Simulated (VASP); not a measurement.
Set up this calculation in VASP 6.6.1, as the native input.

```
Task                               : single point
Functional                         : PBE0(alpha)
Potentials or basis                : VASP PAW PBE potentials, release 64 (S, Mg)
Cutoff                             : 520 eV
k mesh                             : 5 × 5 × 5
Occupations                        : fermi-dirac, width 0.05 eV
Spin                               : no spin polarisation
Share of exact exchange            : 0.25
Grid for exact exchange (PRECFOCK) : Fast
Exchange at q = 0                  : truncated
Further INCAR settings             : ALGO = Normal; EDIFF = 1e-07
```

MgS (Niningerite):

```xyz
2
Lattice="0.0000 2.6016 2.6016 2.6016 0.0000 2.6016 2.6016 2.6016 0.0000" Properties=species:S:1:pos:R:3 pbc="T T T"
S     2.6016    2.6016    2.6016
Mg    0.0000    0.0000    0.0000
```

One way to write it, as run:

POSCAR

```
MgS
1.0
    0.0000000000      2.6016500000      2.6016500000
    2.6016500000      0.0000000000      2.6016500000
    2.6016500000      2.6016500000      0.0000000000
S Mg
1 1
Direct
    0.5000000000      0.5000000000      0.5000000000
    0.0000000000      0.0000000000      0.0000000000
```

INCAR.step1

```
ALGO = Normal
EDIFF = 1E-5
ENCUT = 520
GGA = PE
ISIF = 2
ISMEAR = -1
LASPH = T
LREAL = F
LWAVE = T
NELM = 80
PREC = Accurate
SIGMA = 0.05
```

INCAR.step2

```
AEXX = 0.25
ALGO = Normal
EDIFF = 1E-7
ENCUT = 520
GGA = PE
HFRCUT = -1
ISIF = 2
ISMEAR = -1
ISTART = 1
LASPH = T
LCHARG = F
LHFCALC = T
LREAL = F
LWAVE = F
NELM = 80
PREC = Accurate
PRECFOCK = Fast
SIGMA = 0.05
```

KPOINTS

```
k-points
0
Gamma
  5 5 5
```

Potentials or basis: VASP PAW PBE potentials, release 64 (S, Mg).

The run is started by

```sh
$ cat potpaw_PBE.64/S/POTCAR potpaw_PBE.64/Mg/POTCAR > POTCAR
$ cp INCAR.step1 INCAR
$ mpirun -np 1 vasp_std > vasp.out
$ cp INCAR.step2 INCAR
$ mpirun -np 1 vasp_std > vasp.out
```

It gave:

```
Pressure               : -0.7 GPa
Band gap on the k mesh : 4.93 eV, indirect (least direct gap 5.51 eV)
```

Caveat: the PAW data sets were made with another functional, which shifts forces and pressure a little; an odd mesh through Γ misses points on the zone boundary, where band edges often lie.

It took 69 s on 1 thread of Intel(R) Xeon(R) Platinum 8488C (Sapphire Rapids) (shared host), peak memory 0.16 GiB.
